Before a thin film of Bi₂Se₃, or its contact to a metal, can be modelled, someone has to decide which computed lattice to build it from. The material is studied for electronic channels whose current runs in surface states, and the spacing of its layers affects how strongly the two faces of a very thin film couple. Two calculations that both carry the label PBE would supply cells differing by 2.01 Å³ per atom, about 7% of the smaller volume. The decision therefore depends on knowing what each volume was allowed to respond to, as well as which functional produced it.

The table lists Kohn–Sham DFT calculations for Bi₂Se₃ (space group R-3m, five-atom cell), all made with the same program, Ansatz. Besides the functional, the rows differ in potentials, cutoff and type of job. The runs with PAW potentials whose outputs were examined used an 8×8×8 k mesh and Fermi–Dirac smearing of 0.05 eV, without spin polarisation or spin-orbit coupling; the settings of the norm-conserving run, apart from its cutoff, are not known here. The basis column gives the plane-wave cutoff. Volumes are for a static lattice at each method's own minimum, found by a volume scan or a full cell relaxation.

```csv
method,rung,potentials,basis,equilibrium volume (Å³/atom)
LDA,LDA,Ansatz PAW,420 eV,27.13
PBE,GGA,SPMS NC,816.342 eV,29.61
PBE,GGA,Ansatz PAW,420 eV,31.62
PBE-D3(BJ),GGA,Ansatz PAW,420 eV,28.20
PBE-D4,GGA,Ansatz PAW,420 eV,28.14
PBEsol,GGA,Ansatz PAW,420 eV,28.23
PBEsol-D4,GGA,Ansatz PAW,420 eV,27.12
r2SCAN-D3(BJ),meta-GGA,Ansatz PAW,500 eV,29.01
```

The functionals without a dispersion term follow a familiar order: LDA gives the smallest volume, PBEsol a larger one and PBE the largest. LDA treats each point of the electron density as if it belonged to a uniform gas, and it usually binds solids too tightly. PBE also uses the gradient of the density, which weakens the binding and lengthens bonds. PBEsol uses a gentler gradient correction, chosen with solids in mind, and falls between the two.

The suffixes D3(BJ) and D4 mark two recipes that add the attraction between fluctuating dipoles, the dispersion force, to a functional that lacks its long-range part. An added attraction should shrink the crystal, and it does so for both functionals that appear with and without it. The size of the effect is where the simple pattern breaks. D4 takes 1.11 Å³ per atom off the PBEsol volume, but 3.48 off the PBE volume computed with the same kind of potentials, the projector augmented waves labelled PAW.

Whether a threefold difference is strange can be judged with a smooth model. Let dispersion act on the crystal as a uniform inward pressure P. A solid of volume V and bulk modulus B, its resistance to compression, then shrinks by about ΔV = VP/B. If P is roughly the same for PBEsol and PBE, the shift found for one functional can be carried over to the other, with a correction for the softer crystal that PBE-like functionals produce.

The PBEsol pair fixes the pressure. An equation of state fitted to a series of PBEsol energies at different volumes gives a bulk modulus of 63.9 GPa. Turning the relation round, P = BΔV/V = 63.9 × 1.11 / 28.23 ≈ 2.51 GPa. This is an effective pressure, a compact way of stating the shrinkage, and the dispersion recipe itself contains no such constant.

For PBE, the stiffness can be borrowed from BPBE, a related gradient functional that was run through the same kind of volume series with the PAW potentials. Its minimum lies at 29.48 Å³ per atom and its bulk modulus is 57.1 GPa. The same pressure should then shrink the crystal by 2.51 × 29.48 / 57.1 ≈ 1.30 Å³ per atom. The softer crystal yields a little more than PBEsol did, but nowhere near three times as much.

Adding this shift to the PBE-D4 volume predicts what PBE should give without dispersion: 28.14 + 1.30 = 29.44 Å³ per atom. Neither of the two plain PBE volumes entered the estimate, so both can be held against it. The one computed with norm-conserving potentials, labelled NC, lies only 0.17 above the prediction. The PAW one lies 2.18 above it, and that is the row that breaks the pattern.

The close agreement of the first shouldn't be read as precision. D4 is adjusted separately to each functional and is damped at shorter range for PBE than for PBEsol, so it is expected to pull distinctly harder on PBE. The PBEsol shift, for its part, probably includes a change of cell shape, discussed below, which inflates the pressure read from it. The two errors point in opposite directions, so the match is likely to be partly a cancellation, and BPBE only stands in for PBE. Were the pull on PBE twice as large with nothing to offset it, the prediction would fall between the two PBE rows. The model therefore flags the mismatch but does not decide it alone; the BPBE scan, used again below, carries more weight.

The structure of the crystal suggests where the extra volume can go. Bi₂Se₃ is a stack of slabs, each five atomic sheets thick. Inside a slab, bismuth and selenium are joined by strong bonds with a marked covalent share. Between slabs, selenium faces selenium, and dispersion supplies much of the attraction. PBE describes the bonds inside the slabs reasonably well but leaves the slabs only weakly attached to each other.

Two springs joined end to end, one stiff and one soft, show what follows. If the joint between them can move freely, a small pull on the ends lengthens the soft spring and hardly touches the stiff one. If a frame forces both to stretch by the same fraction, the stiff spring dominates and the pair seems hard. The slabs are the stiff spring and the gaps between them the soft one. The picture holds for small displacements only, because the attraction across a gap fades with distance, whereas an ideal spring pulls harder the further it is stretched.

A calculation can impose either condition. In a volume scan at fixed shape, all cell edges grow by the same factor, so the gaps cannot open without stretching the slabs sideways as well. In a full relaxation, the cell may lengthen along the stacking direction and leave the slabs almost as they were. A functional that holds the slabs together properly should give similar volumes either way. One that barely holds them can give two quite different volumes, each a correct answer to its own question.

The fixed-shape condition is strict enough to be put into figures. If the BPBE equation of state is continued to 31.62 Å³ per atom, beyond the volumes at which it was computed, the crystal there pulls inward with about 3.4 GPa. The cell relaxations behind this kind of result stop only when the stress has fallen to about 0.05 GPa. A crystal that kept its shape and behaved like BPBE would not come to rest anywhere near that volume.

The most likely cause of the break is therefore that the PAW volume of PBE comes from a cell free to change its shape, and the norm-conserving one from a cell that was not. This is an inference from the sizes of the numbers. The different potentials are another candidate, and so are the cutoffs and k meshes, which are usual working values not taken to convergence. But the BPBE minimum, obtained with PAW potentials at fixed shape, lies within 0.13 Å³ per atom of the norm-conserving PBE value. That speaks against a large error of the PAW potentials without excluding one. A fixed-shape scan of PBE with the PAW potentials would settle the matter: it should land near 29.5 if the shape is responsible, and near 31.6 if the potentials or the numerical settings are.

The distance involved is plausible for a weakly held gap. Each slab contributes five atoms to the cell, so a difference of 2.01 Å³ per atom amounts to about 10 Å³ per slab. The cell covers roughly 15 Å² in the plane of the layers. If that area stays the same and all the extra volume lies between the slabs, each gap opens by 10/15, or about 0.7 Å. For a chemical bond this would be an enormous stretch, but for slabs that barely attract each other it is believable.

A more drastic calculation shows how far the crystal can expand. When PBE exchange is used with no correlation at all, a full relaxation swells the crystal to 42.31 Å³ per atom. The stress left along the stacking direction at the end points outward, but it lies within the stopping threshold. Removing all correlation removes much more than dispersion, so this run does not measure what PBE lacks. Nor does the volume alone show where the extra space lies, though so large a swelling fits the picture of a crystal that gives way between its slabs once the attraction there is too weak.

Such softness also makes the outlying volume less certain than its two decimals suggest. A relaxation stops when the stress is small, and in a soft direction a small stress can leave a long way to go. For the stopping threshold to leave a distance as large as the whole PBE difference, the crystal would have to resist expansion with less than about 0.7 GPa, against 57 GPa for BPBE at fixed shape. The direction matters too: a relaxation that expands from the input cell of 28.38 Å³ per atom and stops early ends short of its minimum, so an early stop would more likely make the outlying volume too small than explain its excess.

The same distinction affects the pair that calibrated the model. The plain PBEsol volume lies within 0.01 Å³ per atom of the minimum of a fixed-shape scan, which suggests that it came from one, while the PBEsol-D4 volume comes from a full relaxation. The shift of 1.11 Å³ per atom thus probably contains the effect of dispersion together with a change of shape. If the PBE-D4 cell was fully relaxed too, which the data don't show, the model predicts a fixed-shape volume for plain PBE, and its agreement with the norm-conserving row is consistent with the proposed reading of that row, though too dependent on cancelling errors to prove it.

With dispersion included, the PBE volume settles, as expected if the gaps are held. D3(BJ) and D4 put it at 28.20 and 28.14 Å³ per atom, a difference too small to rank the two recipes. The choice of the underlying functional still matters: PBEsol-D4 gives 27.12 and r2SCAN-D3(BJ), built on a functional that also uses the kinetic energy density, gives 29.01. In these rows a dispersion term goes with a compact cell, but it does not make the functionals agree on the volume. Nor is it a safe cure in every combination: a full relaxation with the functional RPBE and D3(BJ), not in the table, collapsed to a metallic cell about a fifth smaller than that of PBE-D3(BJ).

Nor does an equal volume prove an equal description. LDA and PBEsol-D4 differ by only 0.01 Å³ per atom, yet LDA contains no long-range dispersion and owes its small cell to its general overbinding. Plain PBEsol likewise lands beside PBE-D3(BJ) with no dispersion term. A volume is a single number into which bonds and gaps both enter, so an error in one can hide an error in the other.

For a film or a contact, the lattice should therefore come from a calculation that includes dispersion and lets the shape relax, once the result has been compared with the measured lattice. That comparison would expose a collapse like that of RPBE with D3(BJ), and also the milder overbinding that can follow when dispersion is added to a functional that already binds solids well. The layer spacing should be examined along with the volume. Among the rows of the table, a plain PBE cell is the one to distrust, because its volume appears to depend on how the minimum was sought. The electronic bands need a further step. These calculations omit spin-orbit coupling, which inverts the band edges of Bi₂Se₃ and creates its conducting surface states, so they can supply a geometry but not the channel itself.
